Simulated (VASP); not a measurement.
Al2Pt under changes of volume

One of the cells (16.969 Å³/atom); the others are scaled copies at fixed shape and fractional positions:

```xyz
3
Lattice="0.0000 2.9416 2.9416 2.9416 0.0000 2.9416 2.9416 2.9416 0.0000" Properties=species:S:1:pos:R:3 pbc="T T T"
Pt    0.0000    0.0000    0.0000
Al    4.4124    4.4124    4.4124
Al    1.4708    1.4708    1.4708
```

```yaml
Program: VASP 6.6.1
Functional: PBE
Dispersion: D3(BJ)
Potentials_or_basis: VASP PAW PBE potentials, release 64 (Pt, Al)
Cutoff: 520 eV
k_mesh: 8 × 8 × 8
Occupations: fermi-dirac, width 0.05 eV
Spin: no spin polarisation
```

| volume (Å³/atom) | energy over the lowest point (meV/atom) | pressure (GPa) |
| --- | --- | --- |
| 16.290 | 12.78 | 6.2 |
| 16.630 | 3.07 | 2.9 |
| 16.969 | 0.00 | 0.0 |
| 17.309 | 2.89 | -2.7 |
| 17.648 | ? | ? |

What does the run at 17.648 Å³/atom give?

Energy over the lowest point 11.10 meV/atom; pressure -5.1 GPa.

Worked out: A Birch-Murnaghan fit of order 2 (a polynomial in V^(-2/3)) to the other rows has its minimum at 16.97 Å³/atom with B0 = V·E''(V) = 141 GPa. It gives 11.18 meV/atom at 17.648 Å³/atom, against the run's 11.10, and -dE/dV = -5.1 GPa, against -5.1.

Energies are extrapolated to zero smearing.

Caveats: pairwise dispersion overbinds metals, which lowers pressure and volume.
